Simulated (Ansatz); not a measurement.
Input of an Ansatz 0.2.0 run:

input.yaml

```yaml
crystal:
  lattice:
    - [-1.726539, 1.775547, 2.338342]
    - [1.726539, -1.775547, 2.338342]
    - [1.726539, 1.775547, -2.338342]
  atoms:
    - { symbol: Sn, position: [0.0, 0.0, 0.0] }
hamiltonian:
  xc: r2scan
  pseudopotentials: { kind: paw }
kpoints:
  mp_grid: { grid: [11, 11, 11] }
scf:
  occupations: { method: fermi_dirac, width: 0.05 }
output:
  forces: true
  stress: true
  eigenvalues: true
relax:
  f_tol: 0.01
  max_steps: 40
  cell: { stress_tol: 0.05 }
```

Potentials or basis: Ansatz PAW.

The run is started by

```bash
$ ansatz run input.yaml --threads 2 --pin off --max-ram 5632MiB --backend cpu --events-out ev --progress --plain --runs-dir out
```

Q: Estimate the relaxed cell.

A: a = 3.365 Å, b = 3.365 Å, c = 3.365 Å, α = 118.93°, β = 118.93°, γ = 91.86°.

Q: Predict the band gap on the k mesh.

A: None (metal or under the smearing width).

Q: Predict the relaxed volume.

A: 27.35 Å³/atom.

Q: Predict the space group after relaxing (to 0.05 Å).

A: I4/mmm (No. 139).

Step by step:
```
step  energy change (eV)  largest force (eV/Å)  volume (Å³)
   1              0.0000                0.0000        28.67
   2             -0.0111                0.0000        27.30
   3             -0.0117                0.0000        27.32
   4             -0.0119                0.0000        27.37
   5             -0.0120                0.0000        27.36
   6             -0.0120                0.0000        27.35
   7             -0.0119                0.0000        27.35
```

Caveat: the plane-wave basis is chosen anew once the cell has moved, so the energies of steps on either side of that aren't comparable; the PAW data sets come from PBE, with cores solved anew for the run's functional, which leaves a small shift of forces and pressure.
